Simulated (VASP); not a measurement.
Runs of VASP 6.6.1 on Al2O3. It takes space group R-3c (No. 167, trigonal). Conventional cell: a = 4.760 Å, b = 4.760 Å, c = 12.993 Å, α = 90.00°, β = 90.00°, γ = 120.00°. Around Al (site symmetry 3) lie 6 O at 1.85 to 1.97 Å. O (site symmetry 2) has 4 Al at 1.85 to 1.97 Å as nearest neighbours. The cell was built by a generator and needn't be a form met in nature.

```tsv
level	potentials or basis	gap on the mesh (eV)	pressure (GPa)	relaxed volume (Å³/atom)	largest force (eV/Å)
PBEsol	VASP PAW PBE potentials, release 64 (Al, O)	6.05	0.0	8.55	0.01
LDA	VASP PAW LDA potentials, release 64 (Al, O)	6.42	0.1	(b)	0.01
r2SCAN	VASP PAW PBE potentials, release 64 (Al, O)	(a)	0.0	8.47	0.01
PBE	VASP PAW PBE potentials, release 64 (Al, O)	5.88	0.1	8.74	-
```

Alike in all rows: task relaxation of cell and atoms; no spin polarisation; cell relaxed; k mesh 4 × 4 × 4; cutoff (eV) 600; smearing fermi-dirac 0.05 eV.

**Question.** Fill in the values left out.

**Answer.** (a) 7.20; (b) 8.34.

Caveats: the PAW data sets were made with another functional, which shifts forces and pressure a little (some runs).

